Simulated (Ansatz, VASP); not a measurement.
**Two plane-wave programs on Si2Mo**

```
Si Mo
1.0
    -1.59513    1.59513    3.91053
     1.59513   -1.59513    3.91053
     1.59513    1.59513   -3.91053
Si Mo
2 1
Direct
  0.33507 0.33507 0.00000
  0.66493 0.66493 0.00000
  0.00000 0.00000 0.00000
```

Alike in both runs: functional PBEsol; k mesh 11 × 11 × 11; occupations fermi-dirac, width 0.05 eV; no spin polarisation.

Ansatz relaxed the structure, and its values are those at the end. VASP's run is a single point on that final structure, the one shown.

|  | VASP | Ansatz |
| --- | --- | --- |
| version | VASP 6.6.1 | Ansatz 0.2.0 |
| potentials or method | VASP PAW PBE potentials, release 64 (Si, Mo_sv) | plane waves, PAW |
| plane-wave cutoff (eV) | 520 | 420 |
| valence electrons in the cell | 22 | 22 |

VASP gave:

```
pressure (GPa) : 0.4
```

Question: Estimate Ansatz's values.

Answer: Pressure (GPa): 0.0.

The functional is the same, so the differences come from potentials, cutoffs and numerics. Ansatz warned: «stress_scf_threshold_loose».

Caveats: the PAW data sets were made with another functional, which shifts forces and pressure a little (VASP).
